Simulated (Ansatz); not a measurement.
**Cr (dhcp): energy against volume**

All numbers below come from Ansatz, DFT, RPBE, plane waves (420 eV) with PAW, scalar-relativistic. The PAW files were generated under PBE, with cores re-solved for the functional.

The cell is scaled uniformly from the relaxed one, with fractional coordinates and shape fixed. Energies are extrapolated to zero smearing, pressures are those at the given smearing. Magnetic state: spin not included.

A Birch-Murnaghan fit gives V₀ = 12.15 Å³/atom, B₀ = 224 GPa, B₀′ = 4.2.

**Question.** What are the energy above the minimum and the pressure at 11.682 Å³/atom?

**Answer.** 13.4 meV/atom and 9.92 GPa as computed.

**Question.** What are the energy above the minimum and the pressure at 12.656 Å³/atom?

**Answer.** 13.8 meV/atom and -7.99 GPa as computed.

**Question.** What are the energy above the minimum and the pressure at 13.630 Å³/atom?

**Answer.** 103.3 meV/atom and -19.74 GPa as computed.
